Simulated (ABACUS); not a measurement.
LiF (Griceite):

```
F Li
1.0
     0.00000    2.01400    2.01400
     2.01400    0.00000    2.01400
     2.01400    2.01400    0.00000
F Li
1 1
Direct
  0.50000 0.50000 0.50000
  0.00000 0.00000 0.00000
```

Base run:

```yaml
Program: ABACUS 3.10.1
Functional: TPSS
Potentials_or_basis: SG15 ONCV 1.2 PBE
Cutoff: 1320 eV
Density_cutoff: 5279 eV
Basis: plane waves
k_mesh: 7 × 7 × 7
Occupations: fermi-dirac, width 0.05 eV
Spin: no spin polarisation
```

Its results: band gap on the k mesh 9.38 eV, direct; pressure -1.1 GPa.

Q: After a change of settings the same cell gave: band gap on the k mesh 9.46 eV, direct; pressure -3.0 GPa. Which change was it?
A. functional from TPSS to SCAN
B. functional from TPSS to PBEsol; cutoff from 1320 eV to 1143 eV; density cutoff from 5279 eV to 4572 eV; k mesh from 7 × 7 × 7 to 9 × 9 × 9
C. functional from TPSS to M06-L
D. functional from TPSS to TM

A: C.

Caveats: the potentials were made for another functional, which shifts forces and pressure; an odd mesh through Γ misses points on the zone boundary, where band edges often lie.

Not every run made on this cell is shown here.
